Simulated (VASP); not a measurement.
Wanted: the native input for a VASP 6.6.1 run.

| Quantity | Value |
| --- | --- |
| Task | single point |
| Functional | PBEsol |
| Potentials or basis | VASP PAW PBE potentials, release 64 (Si, Ni) |
| Cutoff | 520 eV |
| k mesh | 6 × 6 × 6 |
| Occupations | gaussian, width 0.1 eV |
| Spin | no spin polarisation |
| Dipole correction | no |
| Further INCAR settings | ALGO = Normal; EDIFF = 1e-07; NBANDS = 25 |

The structure of SiNi3 lies in POSCAR:

```
SiNi3
1.0
    3.4614637898      0.0000000000      0.0000000000
    0.0000000000      3.4614637898      0.0000000000
    0.0000000000      0.0000000000      3.4614637898
Si Ni
1 3
Direct
    0.0000000000      0.0000000000      0.0000000000
    0.0000000000      0.5000000000      0.5000000000
    0.5000000000      0.0000000000      0.5000000000
    0.5000000000      0.5000000000      0.0000000000
```

One way to write it, as run:

INCAR

```
SYSTEM = SiNi3
  ALGO = Normal
  EDIFF = 1E-7
  ENCUT = 520
  GGA = PS
  ISIF = 2
  ISMEAR = 0
  LASPH = .TRUE.
  LCHARG = .TRUE.
  LELF = .TRUE.
  LREAL = .FALSE.
  LVHAR = .TRUE.
  LWAVE = .FALSE.
  NBANDS = 25
  NELM = 100
  PREC = Accurate
  SIGMA = 0.1
```

KPOINTS

```
k-points
0
G
  6 6 6
  0 0 0
```

Potentials or basis: VASP PAW PBE potentials, release 64 (Si, Ni).

Launch:

```console
$ cat potpaw_PBE.64/Si/POTCAR potpaw_PBE.64/Ni/POTCAR > POTCAR
$ mpirun -np 1 vasp_std > vasp.out
```

It gave:

```
Pressure               : 0.1 GPa
Band gap on the k mesh : none (metal or under the smearing width)
```

Caveat: the PAW data sets were made with another functional, which shifts forces and pressure a little.

It took 15 s on 1 thread of Intel(R) Xeon(R) 6975P-C (Granite Rapids), on a shared host, peak memory 0.16 GiB.
